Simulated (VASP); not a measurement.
Input of a VASP 6.6.1 run:

INCAR

```
PREC = Accurate
ENCUT = 520
EDIFF = 1E-7
ISMEAR = 0
SIGMA = 0.1
LREAL = F
LASPH = T
NELM = 100
ALGO = Normal
ISIF = 2
LWAVE = F
LCHARG = T
GGA = PE
LELF = T
LVHAR = T
NBANDS = 17
```

Contents of KPOINTS:

```
regular mesh
0
Gamma
  6 6 6
```

POSCAR

```
Pd
1.0
    0.0000000000      2.3494783862      4.9660431016
    1.3728489291      0.0000000000      4.9660431016
    1.3728489291      2.3494783862      0.0000000000
Pd
2
Direct
    0.1311278337      0.1311278337      0.8688721663
    0.8688721663      0.8688721663      0.1311278337
```

Potentials or basis: VASP PAW PBE potentials, release 64 (Pd).

Command:

```sh
$ cat potpaw_PBE.64/Pd/POTCAR > POTCAR
$ mpirun -np 1 vasp_std > vasp.out
```

(1) What does it give for the band gap on the k mesh?

(2) What does it give for the pressure?

(3) What does it give for the largest force?

Results:

(1) none (metal or under the smearing width).

(2) -0.4 GPa.

(3) 0.021 eV/Å.

Caveat: the k mesh is coarse (spacing up to 0.45 Å⁻¹), so the values aren't converged.
